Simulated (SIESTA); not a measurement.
## Bi2Se3 (Paraguanajuatite) in SIESTA: the effect of functional

Bi2Se3 (Paraguanajuatite):

```xyz
5
Lattice="2.0715 1.1960 9.5453 -2.0715 1.1960 9.5453 0.0000 -2.3920 9.5453" Properties=species:S:1:pos:R:3 pbc="T T T"
Bi    0.0000    0.0000   17.1587
Bi    0.0000    0.0000   11.4773
Se    0.0000    0.0000   22.5738
Se    0.0000    0.0000    6.0622
Se    0.0000    0.0000    0.0000
```

Alike in all runs:

```yaml
Program: SIESTA 5.4.2
Task: band structure
Basis: DZP (energy shift 0.003 Ry; two zetas on semicore shells)
Grid_cutoff: 500 Ry
Energy_shift: 0.003 Ry
k_mesh: 8 × 8 × 8
Occupations: fermi-dirac, width 0.05 eV
Spin: no spin polarisation
```

Task: One run gave: gap on the mesh 0.29 eV; pressure 7.7 GPa; largest force 0.58 eV/Å. Which functional did it use?
A. BLYP
B. vdW-DF-cx
C. AM05

Result: A.

| functional | potentials or basis | gap on the mesh (eV) | pressure (GPa) | largest force (eV/Å) |
| --- | --- | --- | --- | --- |
| AM05 | PseudoDojo 0.4 standard (PBEsol files) | 0.20 | 1.8 | 0.41 |
| BLYP | PseudoDojo 0.4 standard (PBE files) | 0.29 | 7.7 | 0.58 |
| vdW-DF-cx | PseudoDojo 0.4 standard (PBE files) | 0.21 | 2.1 | 0.45 |

Caveats: the potentials were made for another functional, which shifts forces and pressure; spin-orbit coupling is left out, which as a rule narrows the gap of such compounds by several tenths of an eV; the basis of atomic orbitals isn't converged, which shifts pressures, moduli and gaps.

